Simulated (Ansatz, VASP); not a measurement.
**CoO in VASP and in Ansatz**

```
Co O
1.0
     0.00000    2.13150    2.13150
     2.13150    0.00000    2.13150
     2.13150    2.13150    0.00000
Co O
1 1
Direct
  0.00000 0.00000 0.00000
  0.50000 0.50000 0.50000
```

Alike in both runs: task single point; functional PBE; k mesh 8 × 8 × 8; occupations gaussian, width 0.05 eV; collinear spin; Hubbard terms Co d U = 8.0 eV.

|  | VASP | Ansatz |
| --- | --- | --- |
| version | VASP 6.6.1 | Ansatz 0.2.0 |
| potentials or method | VASP PAW PBE potentials, release 64 (Co, O) | scalar-relativistic, plane waves, PAW |
| plane-wave cutoff (eV) | 520 | 420 |
| valence electrons in the cell | 15 | 23 |

|  | VASP | Ansatz | Ansatz less VASP |
| --- | --- | --- | --- |
| pressure (GPa) | -3.1 | 28.7 | +31.83 |
| largest component of the traceless stress (GPa) | 0.00 | 13.94 | +13.937 |
| net moment per atom (μB) | 1.50 | 1.50 | 0.000 |
| size of the moment on the site where the two differ most (μB) | 2.83 | 2.67 | -0.154 |

Site moments also hang on the region over which each program counts them. The programs project onto different local orbitals, so the same U acts differently. The two sets of potentials don't hold the same shells in valence. Ansatz warned: «specified_occupation_not_kept».

Caveats: a cell with one magnetic atom can't hold antiferromagnetic order, which such compounds often take. The state reached can hang on the start; a lower one may exist.
